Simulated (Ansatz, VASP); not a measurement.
One calculation of BN, two programs

```
CELL_PARAMETERS angstrom
2.55394 0.00000 0.00000
-1.27697 2.21178 0.00000
0.00000 0.00000 4.22685
ATOMIC_POSITIONS crystal
B 0.66667 0.33333 0.99972
B 0.33333 0.66667 0.49972
N 0.66667 0.33333 0.62528
N 0.33333 0.66667 0.12528
```

Alike in both runs: task single point; functional PBE; k mesh 6 × 6 × 4; occupations gaussian, width 0.1 eV; no spin polarisation.

|  | VASP | Ansatz |
| --- | --- | --- |
| version | VASP 6.6.1 | Ansatz 0.2.0 |
| potentials or method | VASP PAW PBE potentials, release 64 (B, N) | scalar-relativistic, plane waves, PAW |
| plane-wave cutoff (eV) | 520 | 420 |
| valence electrons in the cell | 16 | 16 |

```tsv
	VASP	Ansatz	Ansatz less VASP
gap on the k mesh at the Fermi level (eV)	5.20	5.21	+0.017
least direct gap on the mesh (eV)	8.25	8.26	+0.006
pressure (GPa)	0.2	0.0	-0.23
largest component of the traceless stress (GPa)	0.59	0.57	-0.018
rms of the force components (eV/Å)	0.011	0.012	+0.0011
```

Atom by atom the forces differ by 0.001 eV/Å (rms over components). The functional is the same, so the differences come from potentials, cutoffs and numerics.

Caveats: the k mesh is coarse (spacing up to 0.47 Å⁻¹), so the values aren't converged. As with any semilocal functional, this PBE gap is likely too small. A k mesh can miss the band edges.
